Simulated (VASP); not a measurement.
Wanted: the native input for a VASP 6.6.1 run.

- Task: dielectric tensor
- Functional: LDA
- Potentials or basis: VASP PAW LDA potentials, release 64 (In_d, P)
- Cutoff: 600 eV
- k mesh: 14 × 14 × 14
- Occupations: gaussian, width 0.03 eV
- Spin: no spin polarisation
- Monkhorst-Pack mesh: yes
- Further INCAR settings: ALGO = Fast; EDIFF = 1e-08

The structure of InP lies in POSCAR:

```
InP                                     
1.0
    0.0000000000      2.9142540919      2.9142540919
    2.9142540919      0.0000000000      2.9142540919
    2.9142540919      2.9142540919      0.0000000000
  In              P             
     1     1
Direct
     0.0000000000000000    0.0000000000000000    0.0000000000000000
     0.2500000000000000    0.2500000000000000    0.2500000000000000
```

These files were run (other wordings do the same):

INCAR

```
SYSTEM = InP
PREC     = Accurate       ! precision mode
ENCUT    = 600            ! plane-wave cutoff, eV
EDIFF    = 1E-8           ! SCF threshold, eV
ISMEAR   = 0              ! smearing method
SIGMA    = 0.03           ! smearing width, eV
LREAL    = .FALSE.        ! projectors in reciprocal space
LASPH    = .TRUE.         ! aspherical terms in the spheres
NELM     = 80             ! most SCF steps
ALGO     = Fast           ! electronic algorithm
ISIF     = 2              ! what is computed and relaxed
LWAVE    = .FALSE.        ! write WAVECAR
LCHARG   = .FALSE.        ! write CHGCAR
GGA      = CA             ! functional
LEPSILON = .TRUE.         ! dielectric tensor by DFPT
```

KPOINTS

```
regular mesh
0
Monkhorst
  14 14 14
  0 0 0
```

Potentials or basis: VASP PAW LDA potentials, release 64 (In_d, P).

Run with:

```console
$ cat potpaw_LDA.64/In_d/POTCAR potpaw_LDA.64/P/POTCAR > POTCAR
$ mpirun -np 1 vasp_std > vasp.out
```

Results of the run:

```
Electronic dielectric tensor (diagonal) : 11.45
Born charges (mean of the diagonal)     : In +2.47; P -2.47 e
```

It took 50 min on 1 thread of Intel(R) Xeon(R) 6975P-C (Granite Rapids) (shared host), peak memory 2.4 GiB.
